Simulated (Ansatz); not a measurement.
ZnS: a fit and a missing row

ZnS, F-43m, a = 5.443 Å. The compound has several low-lying forms, and this is one of them. Ansatz: PBE, PAW, 420 eV, Γ-centred 10×10×10 mesh on 2 atoms, Gaussian smearing 0.02 eV; no spin polarisation. Symmetry fixes shape and atoms, so the cell is only scaled; pressure is positive in compression.

```tsv
V (Å³/atom)	P (GPa)
18.947	4.97
19.552	2.29
20.157	0.02
20.761	?
21.366	-3.54
```

Take V0 = 20.157 Å³/atom, count pressures from its P0 = 0.02 GPa, fit the third-order Birch–Murnaghan form to the other rows, and predict the missing pressure.

With the Eulerian strain f = ½[(V0/V)^(2/3) − 1] and y = (P − P0)/[3f(1 + 2f)^(5/2)], the form is the line y = B0 + 1.5 B0 (B0′ − 4) f. Rows (f, y): 0.02107, 70.6; 0.01026, 70.1; -0.01904, 68.7. Means f = 0.004097, y = 69.800; Σ(Δf)² = 0.0008614, ΣΔfΔy = 0.04088; the slope is their ratio. y = 69.61 + 47.46 f GPa, so B0 = 69.6 GPa and B0′ = 4 + 2 × (47.46)/(3 × 69.61) = 4.45. At V = 20.761, f = -0.00975, y = 69.15 and P = -1.91 GPa. The run gave -1.90 GPa, so the fit is 0.01 GPa too low, a small miss on the scale of the series.